**Q:** I work with diamond films, and I have been handed a set of computed band gaps for the same crystal that disagree by more than 1 eV. The measured gap is 5.5 eV. If the atoms sit in the same places every time, what is it that moves?

**A:** Mainly the treatment of exchange and correlation, with smaller shifts from the numerical choices of each program. The meshes and cutoffs are usual working values, not converged limits, so small differences between programs can also come from the basis or the core potentials. The cell is held fixed, so no row gains or loses gap by stretching its bonds. In the table, "rung" names the kind of functional. LDA uses the local electron density, a GGA adds its gradient, and the meta-GGAs here also use the kinetic-energy density of the orbitals. A hybrid mixes in exact exchange, which is calculated from the orbitals themselves.

Orbital band gaps of diamond (Fd-3m, 2-atom cell, 5.67 Å³ per atom) from density functionals in the programs listed, for a static lattice without spin polarization or spin-orbit coupling, with Fermi-Dirac smearing of 0.05 eV. Gaps are read along a band path, not from the k mesh. The basis column gives the plane-wave cutoff, with Kmax in 1/bohr.

```
 method      rung   program                                           potentials      basis                k mesh  gap (eV)  computed less measured (eV)
    LDA       LDA  exciting          all electron LAPW+lo, shipped species files  7.5 RKmax  13x13x13 2-atom cell     4.106                       -1.394
    MJW       LDA     FLEUR                                         all electron  5.19 Kmax  13x13x13 2-atom cell     4.095                       -1.405
   AM05       GGA    ABINIT              PseudoDojo NC SR PBEsol v0.4.1 standard    1116 eV  13x13x13 2-atom cell     4.037                       -1.463
 PBEint       GGA      GPAW  PAW data sets made by gpaw setup for the functional     800 eV  10x10x10 2-atom cell     3.973                       -1.527
   RPBE       GGA    ABACUS                    PseudoDojo NC SR 0.5 PBE standard    1116 eV      none 2-atom cell     4.255                       -1.245
     WC       GGA     FLEUR                                         all electron  5.19 Kmax  13x13x13 2-atom cell     4.057                       -1.443
    MS2  meta-GGA      GPAW                 GPAW PAW data sets (gpaw data 1.2.1)     800 eV  10x10x10 2-atom cell     4.768                       -0.732
   SCAN  meta-GGA    ABINIT                                     JTH PAW PBE v2.0     653 eV  13x13x13 2-atom cell     4.460                       -1.040
  HSE06    hybrid    Ansatz                                           Ansatz PAW     420 eV     7x7x7 2-atom cell     5.288                       -0.212
 HSEsol    hybrid    Ansatz                                           Ansatz PAW     420 eV     7x7x7 2-atom cell     5.220                       -0.280
r2SCANh    hybrid    Ansatz                                           Ansatz PAW     500 eV     7x7x7 2-atom cell     5.063                       -0.437
```

**Q:** A GGA knows more about the density than LDA does. Why is it no closer to experiment?

**A:** On average the two LDA rows fall 1.40 eV short of the measured gap, and the four GGA rows 1.42 eV. Both kinds of functional describe exchange and correlation by a potential that depends only on position, and filled and empty orbitals feel the same one. When a gradient term changes that potential, each level moves by the change averaged over the orbital's own density. A GGA has two such terms, and they are expected to pull in opposite ways: the gradient term in exchange deepens the filled bonding levels and widens the gap, while the one in correlation narrows it. What is left over is small and can have either sign, although these rows do not separate the two parts.

**Q:** What is wrong with giving filled and empty orbitals the same potential?

**A:** A hydrogen atom shows it in the simplest form. Its one electron should feel the nucleus and no repulsion at all, whereas a second electron brought to the atom would be repelled by the first. LDA leaves the first electron partly repelled by its own charge, and its level comes out only about half as deep as it should. Exact exchange cancels that self-repulsion for the filled orbital and gives the empty one no such relief, so the distance between them grows.

The comparison with diamond holds for the direction of the effect, not for its size. In the crystal, the lowering of the filled levels comes from exchange among all the bonding electrons, and the surrounding charge weakens it. Theory adds a stricter statement: even the exact position-only potential would give an orbital gap smaller than the true one, because that potential jumps by a constant when an electron is added. An operator that distinguishes between orbitals can put part of this jump into the orbital gap.

**Q:** How much gap does exact exchange buy in diamond?

**A:** Take HSEsol, which replaces 25% of the short-range exchange of a GGA by exact exchange. If the orbitals themselves hardly change, each level shifts in proportion to the fraction replaced, and so does the gap:

$$E_g \approx E_p + aS$$

Here $E_p$ is the gap of the parent functional, the one without exact exchange, $a$ is the exact fraction, and $S$ is the opening that a full replacement would give on this straight line.

AM05, PBEint and WC are GGAs suited to solids and close relatives of HSEsol's parent, so I use their average gap, 4.022 eV, for $E_p$. HSEsol itself gives 5.220 eV. The slope is then $S = (5.220 - 4.022)/0.25 \approx 4.8$ eV, or about 0.48 eV of gap for every 10% of exact exchange. These four rows fix the slope, so they cannot test it.

**Q:** Then r2SCANh ought to be far below the HSE rows. It has only 10% exact exchange, yet it comes out at 5.06 eV.

**A:** That row was not used for the slope, so it can serve as a test, though not a clean one. Start first from the GGA average, as if the parent made no difference: $4.022 + 0.479 = 4.501$ eV. This is 0.56 eV below the computed value, a miss larger than the whole contribution assigned to exact exchange. The fraction of exact exchange alone therefore does not tell you where a hybrid will land.

Now start from SCAN, a close relative of the functional on which r2SCANh is built. The estimate becomes $4.460 + 0.479 = 4.939$ eV, only 0.12 eV too low. So part of the height of r2SCANh comes from its parent, which as a meta-GGA is expected to have a wider gap than a GGA, and exact exchange then widens it further. How large the parent's share is, this estimate does not settle.

**Q:** Why is the estimate still too low?

**A:** A likely reason is the range of the exchange. HSEsol uses exact exchange only at short distance, while r2SCANh uses it at all distances, and theory says that the long-range part opens the gap as well. A slope taken from HSEsol leaves that part out, which gives the miss the right sign. At 10% that part is expected to be worth more than the 0.12 eV miss, perhaps close to half of the 0.56 eV by which the GGA start fell short. The true parent, r2SCAN, is in turn expected to lie below SCAN, so the close agreement is probably in part two errors cancelling. Neither is measured here, because SCAN is a relative of the parent and not the parent itself, and it was run in another program. The two meta-GGAs in the table differ from each other by 0.31 eV, well over the miss we are trying to explain. To place another hybrid for diamond, ask where its parent lies, what fraction of exact exchange it adds, and over what range.

**Q:** A meta-GGA has no exact exchange. How can it widen the gap at all?

**A:** The kinetic-energy density is built from the slopes of the filled orbitals, not from the density alone. When it enters the energy, the resulting operator acts on the slope of each orbital as well as on its value. Two orbitals with similar densities but different slopes are then shifted differently, which a position-only potential cannot do. That lets the gap change, but does not by itself say which way. In these calculations it widens: SCAN lies 0.35 eV above the LDA row and MS2 0.66 eV above it.

**Q:** Does that make MS2 the better meta-GGA for diamond?

**A:** It is the closer of the two to the measured gap, but these rows do not show how much of its lead belongs to the functional. The two calculations use different programs and different descriptions of the atomic core. The SCAN run also warned of overlapping atomic spheres and of very low densities, and what that does to its gap is untested. The place of the meta-GGA rung is on firmer ground, since both of its rows lie above every LDA and GGA row and below every hybrid.

**Q:** Could I take the cheap LDA bands and simply push all the empty levels up until the gap is right?

**A:** You would get the lowest gap right and the direct one probably too small, because HSE06 sets the two gaps further apart than LDA does. Diamond's highest filled level is at $\Gamma$, the centre of the Brillouin zone, while its lowest empty level lies in a valley on the way to the zone-boundary point X. The table lists this indirect gap. The same calculations also give the direct gap at $\Gamma$. I take it from the k mesh, a reading that only RPBE lacks here. Going from LDA to HSE06 widens the direct gap by 1.43 eV, against 1.18 eV for the indirect gap.

The direct gap opens more than the indirect one in all the meta-GGA and hybrid rows. The contrast is sharpest between MS2 and r2SCANh, which have the same direct gap of 6.65 eV although their indirect gaps differ by 0.3 eV. MS2 lifts the empty level at $\Gamma$ strongly and the valley much less. For optical work, a functional judged by the indirect gap alone can therefore mislead you about the direct absorption edge.

**Q:** Does the valley also explain why some GGAs fall below LDA?

**A:** Yes, as far as the levels go. The cleanest comparison is between MJW, which is a form of LDA, and WC, because both were run in the same program with the same basis and mesh. From MJW to WC the indirect gap shrinks by 0.04 eV while the direct gap grows by 0.03 eV. The valley has moved down relative to the top of the filled levels, and the empty level at $\Gamma$ has moved up. The two empty states have their density in different places, so the gradient term does not shift them equally.

The valley is also what varies most in a wider set. Across the two LDA rows and the three GGAs suited to solids, the direct gaps span only 0.04 eV and the indirect gaps 0.13 eV. Most of the scatter among these five rows is thus movement of the valley. PBEint is the row where the valley lies lowest, though the table does not show whether its functional or its program puts it there.

**Q:** RPBE goes the other way. It is above LDA.

**A:** Its exchange responds more strongly to density gradients than that of the other three GGAs, and this is my best guess at why it lies above them. LDA has no gradient term and still lies above those three, which is what one expects if their gradient term in correlation slightly outweighs the one in exchange. RPBE keeps the correlation of WC, and its stronger exchange term would tip the balance the other way. The two HSE rows lend the guess some support, since they share program, cutoff and mesh and differ in their gradient terms. HSE06, with the stronger gradient dependence in its exchange, has the wider gap by 0.07 eV. RPBE stands 0.23 eV above the average of the other GGAs, but it was run in another program with core potentials made for PBE, so I would not credit the whole rise to the functional. The table gives its k mesh as "none" because the bands were computed on a density saved from an earlier run, whose mesh is not listed.

**Q:** HSE06 is only 0.21 eV below experiment. May I call that the error of the functional?

**A:** No, because the measured crystal vibrates and the computed one does not. Even at low temperature, zero-point motion narrows diamond's gap by something like 0.3 to 0.4 eV, a rough recalled figure. A rigid crystal would therefore have a gap of about 5.8 to 5.9 eV, and against that HSE06 falls short by 0.5 to 0.6 eV. The same correction deepens the shortfall of every other row, so it leaves their order alone but takes away the impression that HSE06 is almost exact.

**Q:** The hybrids also have the coarsest k mesh. Could that be what puts them on top?

**A:** It could have flattered them, had the gap been read from the mesh points. The valley lies roughly three quarters of the way from $\Gamma$ to X, and the nearest point of the 7×7×7 mesh is at six sevenths, some way up its side. Mesh readings for the three hybrids are too wide by 0.125 eV on average, and HSE06 would have seemed to miss experiment by only 0.09 eV. The table's gaps are read along a line of points through the valley, which removes nearly all of this error. The mesh also enters the exact exchange itself, and that effect is untested here, but the lowest hybrid still stands 0.3 eV above the highest meta-GGA.
